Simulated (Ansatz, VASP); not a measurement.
# Two plane-wave programs on Hg

```xyz
1
Lattice="2.0810 -2.6180 0.0000 2.0810 2.6180 0.0000 -2.0720 0.0000 2.8332" Properties=species:S:1:pos:R:3 pbc="T T T"
Hg    0.0000    0.0000    0.0000
```

Change from the starting cell: volume scaled by 0.94.

Alike in both runs: task single point; functional PBE; k mesh 9 × 9 × 9; occupations fermi-dirac, width 0.05 eV; no spin polarisation.

```csv
,VASP,Ansatz
version,VASP 6.6.1,Ansatz 0.2.0
potentials or method,"VASP PAW PBE potentials, release 64 (Hg)",Ansatz PAW
plane-wave cutoff (eV),520,420
valence electrons in the cell,12,20
```

VASP gave:

- gap on the k mesh at the Fermi level (eV): none
- pressure (GPa): -0.5
- largest component of the traceless stress (GPa): 0.50

Problem. Estimate Ansatz's values.

Solution. gap on the k mesh at the Fermi level (eV): none; pressure (GPa): -0.5; largest component of the traceless stress (GPa): 0.48.

A gap of «none» marks a metal or a gap that the smearing closes. With one functional, cell and mesh, what is left measures potentials, basis and numerics. The two sets of potentials don't hold the same shells in valence.

The runs have no spin-orbit coupling, so splittings on Hg are missing.
